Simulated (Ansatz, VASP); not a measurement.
**CsBr: VASP beside Ansatz**

```
CELL_PARAMETERS angstrom
4.28600 0.00000 0.00000
0.00000 4.28600 0.00000
0.00000 0.00000 4.28600
ATOMIC_POSITIONS crystal
Cs 0.00000 0.00000 0.00000
Br 0.50000 0.50000 0.50000
```

Alike in both runs: functional PBE; k mesh 7 × 7 × 7; occupations fermi-dirac, width 0.02 eV; no spin polarisation.

Ansatz relaxed the structure, and its values are those at the end. VASP's run is a single point on that final structure, the one shown.

```csv
,VASP,Ansatz
version,VASP 6.6.1,Ansatz 0.2.0
potentials or method,"VASP PAW PBE potentials, release 64 (Cs_sv, Br)","plane-wave PAW, scalar-relativistic"
plane-wave cutoff (eV),520,420
valence electrons in the cell,16,16
```

|  | VASP | Ansatz | Ansatz less VASP |
| --- | --- | --- | --- |
| gap on the k mesh at the Fermi level (eV) | 4.52 | 4.53 | +0.010 |
| pressure (GPa) | 1.1 | 1.1 | -0.05 |

Ansatz warned: «gradients_without_spin_orbit».

Caveats: spin-orbit coupling is left out, which moves the levels of the heavy elements; an odd mesh through Γ misses points on the zone boundary, where band edges often lie. As with any semilocal functional, this PBE gap is likely too small.
